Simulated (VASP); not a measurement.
A run of VASP 6.6.1:

The input INCAR:

```
ALGO     = Normal         # electronic algorithm
EDIFF    = 1E-7           # SCF threshold, eV
ENCUT    = 520            # plane-wave cutoff, eV
GGA      = PE             # functional
ISIF     = 2              # what is computed and relaxed
ISMEAR   = -1             # smearing method
LASPH    = True           # aspherical terms in the spheres
LCHARG   = True           # write CHGCAR
LELF     = True           # ELF
LREAL    = False          # projectors in reciprocal space
LVHAR    = True         
LWAVE    = False          # write WAVECAR
NBANDS   = 8              # bands
NELM     = 80             # most SCF steps
PREC     = Accurate       # precision mode
SIGMA    = 0.05           # smearing width, eV
```

Contents of KPOINTS:

```
k-points
0
Gamma
  11 11 11
```

POSCAR

```
H
1.0
   -1.6915344700      1.6915344700      2.0584739900
    1.6915344700     -1.6915344700      2.0584739900
    1.6915344700      1.6915344700     -2.0584739900
H
2
Direct
    0.0819900000      0.0912190000     -0.0005560000
    0.9147530000      0.9352840000      0.0353020000
```

Potentials or basis: VASP PAW PBE potentials, release 64 (H).

The run is started by

```sh
$ cat potpaw_PBE.64/H/POTCAR > POTCAR
$ mpirun -np 1 vasp_std > vasp.out
```

Hardware: 1 thread of Intel(R) Xeon(R) Platinum 8488C (Sapphire Rapids), on a shared host.

Estimate the wall time of this run.

Run time: 41 s on 1 thread of Intel(R) Xeon(R) Platinum 8488C (Sapphire Rapids) (shared host), peak memory 0.2 GiB. Counts: scf iterations 13, k points 666.
